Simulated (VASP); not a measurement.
Runs of VASP 6.6.1 on Ag. The structure is cubic, space group Im-3m (No. 229). The conventional cell has a = 3.246 Å, b = 3.246 Å, c = 3.246 Å, α = 90.00°, β = 90.00°, γ = 90.00°. Ag (site symmetry m-3m) has 8 Ag at 2.81 Å as nearest neighbours. This isn't the form of Ag at room conditions, which is fcc.

| task | level | potentials or basis | cell | k mesh | cutoff (eV) | mesh quality | gap on the mesh (eV) | pressure (GPa) | relaxed volume (Å³/atom) |
| --- | --- | --- | --- | --- | --- | --- | --- | --- | --- |
| single point | PBEsol | VASP PAW PBE potentials, release 64 (Ag) | as given | 18 × 18 × 18 | 520 | not flagged | none | -2.2 | - |
| relaxation of cell and atoms | PBEsol | VASP PAW PBE potentials, release 64 (Ag) | relaxed | 18 × 18 × 18 | 600 | not flagged | none | 0.0 | 16.74 |
| relaxation of cell and atoms | RPBE | VASP PAW PBE potentials, release 64 (Ag) | relaxed | 18 × 18 × 18 | 600 | not flagged | none | 0.0 | (a) |
| relaxation of cell and atoms | PBEsol | VASP PAW PBE potentials, release 64 (Ag) | relaxed | 6 × 6 × 6 | 600 | coarse | none | 0.0 | (b) |
| relaxation of cell and atoms | PBEsol | VASP PAW PBE potentials, release 64 (Ag) | relaxed | 18 × 18 × 18 | 580 | not flagged | none | 0.0 | 16.74 |
| relaxation of cell and atoms | LDA | VASP PAW LDA potentials, release 64 (Ag) | relaxed | 18 × 18 × 18 | 600 | not flagged | none | 0.0 | 16.14 |
| relaxation of cell and atoms | PBEsol | VASP PAW PBE potentials, release 64 (Ag) | relaxed | 18 × 18 × 18 | 300 | not flagged | none | 0.0 | 16.70 |

Alike in all rows: no spin polarisation; smearing gaussian 0.1 eV.

Estimate the missing entries.

(a) 18.85; (b) 16.76.

Caveats: some runs use coarse meshes; the PAW data sets were made with another functional, which shifts forces and pressure a little (some runs); the cutoff is under 1.25 times the usual one of these potentials, so pressure, stress and relaxed cells hold a basis-set (Pulay) error (some runs).

A k mesh can miss the band edges, and the runs leave out spin-orbit coupling on Ag.

A gap of «none» marks a metal or a gap under the smearing width.

Runs at the PBE level aren't shown here.
